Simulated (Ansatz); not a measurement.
# Property card for AlN

Level of theory: Ansatz 0.2.0, DFT PBE, scalar-relativistic, plane waves, PAW.

Cutoff 420 eV; k points 12×12×2 on the computed 16-atom cell (Γ-centred); Gaussian smearing, width 0.02 eV; no spin polarisation.

The structure is relaxed at this level of theory with its symmetry kept, and needn't be the ground state of this composition.

```
CELL_PARAMETERS angstrom
3.12055 0.00000 0.00000
-1.56027 2.70247 0.00000
0.00000 0.00000 20.22327
ATOMIC_POSITIONS crystal
Al 0.33333 0.66667 0.82754
Al 0.00000 0.00000 0.70199
Al 0.66667 0.33333 0.32854
Al 0.66667 0.33333 0.57749
Al 0.00000 0.00000 0.45300
Al 0.33333 0.66667 0.07750
Al 0.00000 0.00000 0.20305
Al 0.66667 0.33333 0.95303
N 0.66667 0.33333 0.04723
N 0.66667 0.33333 0.67170
N 0.33333 0.66667 0.92226
N 0.00000 0.00000 0.29777
N 0.00000 0.00000 0.79673
N 0.00000 0.00000 0.54720
N 0.33333 0.66667 0.17224
N 0.66667 0.33333 0.42273
```

| Property | Result |
| --- | --- |
| Space group | P3m1 (No. 156) |
| Volume per atom | 10.66 Å³ |
| Formation energy from the elements' standard states (uncorrected) | -1.357 eV/atom |
| Kohn–Sham band gap | 3.80 eV, indirect from Γ to L |
| Orbital (Löwdin) character of the top 1 eV of the valence band | N 2p 90 %, Al 3p 8 % |
| Orbital (Löwdin) character of the lowest 1 eV of the conduction band | Al 3p 55 %, N 2s 18 %, N 2p 9 %, unprojected 13 % |
| Electron masses at the edge by direction of the standard setting (m_e; one valley, along these axes only; no spin-orbit coupling) | x: 0.36; y: 0.54; z: 0.76 |
| Hole masses at the edge by direction of the standard setting (m_e; one valley, along these axes only; no spin-orbit coupling) | x: 5.6; y: 5.6; z: 0.24 |

The cell was found from a structure generator's guess, not taken from experiment. Kohn–Sham gaps at this level usually fall short of measured ones. Löwdin shares on free-atom orbitals overweight diffuse shells in the empty bands.
